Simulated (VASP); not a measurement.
InAgTe2:

```
In Ag Te
1.0
    -3.23360    3.23360    6.31655
     3.23360   -3.23360    6.31655
     3.23360    3.23360   -6.31655
In Ag Te
2 2 4
Direct
  0.50000 0.50000 0.00000
  0.25000 0.75000 0.50000
  0.00000 0.00000 0.00000
  0.75000 0.25000 0.50000
  0.37500 0.38680 0.51180
  0.61320 0.12500 0.98820
  0.87500 0.86320 0.48820
  0.13680 0.62500 0.01180
```

- Program: VASP 6.6.1
- Task: relaxation of cell and atoms
- Functional: PBE
- Potentials or basis: VASP PAW PBE potentials, release 64 (In, Ag, Te)
- Cutoff: 300 eV
- k mesh: 4 × 4 × 4
- Occupations: gaussian, width 0.03 eV
- Spin: no spin polarisation

At the start: pressure 3.5 GPa; volume 33.02 Å³/atom.

**Question.** Where does the relaxation end?

**Answer.** Over 13 steps the energy falls by 48.0 meV/atom and the volume is 35.13 Å³/atom (+6.4 %); space group I-42d (No. 122, to 0.05 Å).

Step by step:
| step | energy change (eV) | largest force (eV/Å) | pressure (GPa) | volume (Å³) |
| --- | --- | --- | --- | --- |
| 1 | 0.0000 | 0.9800 | 3.50 | 264.19 |
| 2 | -0.2921 | 0.3182 | -1.12 | 292.75 |
| 3 | -0.3055 | 0.4190 | -0.44 | 287.25 |
| 4 | -0.3426 | 0.3094 | -0.28 | 285.08 |
| 5 | -0.3790 | 0.0453 | 0.30 | 278.64 |
| 6 | -0.3812 | 0.0302 | 0.16 | 279.94 |
| 7 | -0.3812 | 0.0219 | 0.18 | 279.79 |
| 8 | -0.3824 | 0.0147 | -0.09 | 281.70 |
| 9 | -0.3825 | 0.0070 | -0.05 | 281.30 |
| 10 | -0.3831 | 0.0089 | -0.01 | 281.18 |
| 11 | -0.3836 | 0.0120 | 0.01 | 280.94 |
| 12 | -0.3836 | 0.0122 | 0.01 | 280.92 |
| 13 | -0.3836 | 0.0057 | 0.00 | 281.04 |

Final structure:
```yaml
crystal:
  lattice:
    - [-3.28608, 3.28608, 6.50652]
    - [3.28608, -3.28608, 6.50652]
    - [3.28608, 3.28608, -6.50652]
  atoms:
    - { symbol: In, position: [0.50000, 0.50000, 0.00000] }
    - { symbol: In, position: [0.25000, 0.75000, 0.50000] }
    - { symbol: Ag, position: [0.00000, 0.00000, 0.00000] }
    - { symbol: Ag, position: [0.75000, 0.25000, 0.50000] }
    - { symbol: Te, position: [0.37500, 0.36844, 0.49344] }
    - { symbol: Te, position: [0.63156, 0.12500, 0.00656] }
    - { symbol: Te, position: [0.87500, 0.88156, 0.50656] }
    - { symbol: Te, position: [0.11844, 0.62500, 0.99344] }
```

Caveat: the cutoff is under 1.25 times the usual one of these potentials, so pressure, stress and relaxed cells hold a basis-set (Pulay) error.
